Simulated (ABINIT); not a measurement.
KBr:

```
CELL_PARAMETERS angstrom
0.00000 3.30000 3.30000
3.30000 0.00000 3.30000
3.30000 3.30000 0.00000
ATOMIC_POSITIONS crystal
Br 0.50000 0.50000 0.50000
K 0.00000 0.00000 0.00000
```

Base run:

```yaml
Program: ABINIT 10.8.3 (patched build)
Functional: revPBE
Potentials_or_basis: JTH PAW PBE v2.0
Cutoff: 435 eV
k_mesh: 7 × 7 × 7
Occupations: fermi-dirac, width 0.05 eV
Spin: no spin polarisation
```

Its results: band gap on the k mesh 4.72 eV, direct; pressure 1.9 GPa.

Question: The run is repeated on the same cell with these changes: functional from revPBE to PBEsol. What comes out?

Answer: Band gap on the k mesh 4.28 eV, direct; pressure -0.3 GPa.

PBEsol binds more tightly than revPBE, so the same cell stands under less pressure.

Caveats: the PAW data sets were made with another functional, which shifts forces and pressure a little.
